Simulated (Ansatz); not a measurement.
Crystal: KCl (Sylvite).

```xyz
2
Lattice="0.0000 3.1465 3.1465 3.1465 0.0000 3.1465 3.1465 3.1465 0.0000" Properties=species:S:1:pos:R:3 pbc="T T T"
K     0.0000    0.0000    0.0000
Cl    3.1465    3.1465    3.1465
```

Base run:

- Program: Ansatz 0.2.0
- Functional: HSE06
- Potentials or basis: Ansatz PAW
- Cutoff: 420 eV (not typed: the program's choice for these potentials)
- k mesh: 6 × 6 × 6
- Occupations: fermi-dirac, width 0.05 eV
- Spin: no spin polarisation

Its results: band gap on the k mesh 6.50 eV, direct; pressure 0.5 GPa.

Q: The run is repeated on the same cell with these changes: functional from HSE06 to PBE0. What comes out?

A: Band gap on the k mesh 7.24 eV, direct; pressure 0.4 GPa.

Caveats: the PAW data sets come from PBE, with cores solved anew for the run's functional, which leaves a small shift of forces and pressure; the thresholds are loose for stress.
